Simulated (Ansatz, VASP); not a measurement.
# SrO: VASP beside Ansatz

```
Sr O
1.0
     0.00000    2.56630    2.56630
     2.56630    0.00000    2.56630
     2.56630    2.56630    0.00000
Sr O
1 1
Direct
  0.50000 0.50000 0.50000
  0.00000 0.00000 0.00000
```

Alike in both runs: functional PBE; k mesh 7 × 7 × 7; occupations fermi-dirac, width 0.05 eV; non-collinear spin, spin-orbit coupling.

|  | VASP | Ansatz |
| --- | --- | --- |
| version | VASP 6.6.1 | Ansatz 0.2.0 |
| potentials or method | VASP PAW PBE potentials, release 64 (Sr_sv, O), cutoff 520 eV | all-electron LAPW, relativistic spinors |
| task | single point | band structure |

|  | VASP | Ansatz | Ansatz less VASP |
| --- | --- | --- | --- |
| gap on the k mesh at the Fermi level (eV) | 3.34 | 3.38 | +0.048 |
| least direct gap on the mesh (eV) | 3.42 | 3.45 | +0.037 |
| pressure (GPa) | 3.9 | 3.3 | -0.59 |
| net moment per atom (μB) | 0.00 | 0.00 | 0.000 |

Ansatz ran all-electron here, so the differences hold the error of VASP's frozen core and of both bases.

Caveats: the mesh misses the band edges, which the band path finds closer together (Ansatz).
